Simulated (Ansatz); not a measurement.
Runs of Ansatz 0.2.0 on MnO. It takes space group Fm-3m (No. 225, cubic). Conventional cell: a = 4.448 Å, b = 4.448 Å, c = 4.448 Å, α = 90.00°, β = 90.00°, γ = 90.00°. Around Mn (site symmetry m-3m) lie 6 O at 2.22 Å. O (site symmetry m-3m) has 6 Mn at 2.22 Å as nearest neighbours. The cell is a database's computed one.

```tsv
task	level	cell	cutoff (eV)	smearing	gap on the mesh (eV)	pressure (GPa)	moment (μB)
relaxation of cell and atoms	PBEsol	relaxed to 30 GPa	-	fermi-dirac 0.05 eV	-	30.0	3.60
single point	LDA	as given	324	gaussian 0.05 eV	none	(a)	(b)
band structure	revPBE	as given	324	fermi-dirac 0.05 eV	-	4.2	(c)
relaxation of cell and atoms	PBEsol	relaxed to 10 GPa	-	fermi-dirac 0.05 eV	-	10.0	4.24
density of states	PBEsol	as given	324	fermi-dirac 0.05 eV	none	-7.1	4.77
```

Alike in all rows: potentials or basis all-electron LAPW, scalar-relativistic; spin collinear, ferromagnetic start; k mesh 10 × 10 × 10; basis error allowed 0.001 eV/atom.

**Question.** Fill in the values left out.

**Answer.** (a) -16.4; (b) 4.61; (c) 4.81.

Caveats: a cell with one magnetic atom can't hold antiferromagnetic order, which such compounds often take; semilocal functionals often make such compounds metallic where correlation or magnetic order opens a gap, which also shifts bond lengths (some runs); so large a pressure means that the cell lies far from this level's equilibrium, or that cutoff or potentials fall short (some runs).

A gap of «none» marks a metal or a gap under the smearing width.

Runs at the PBE level aren't shown here.
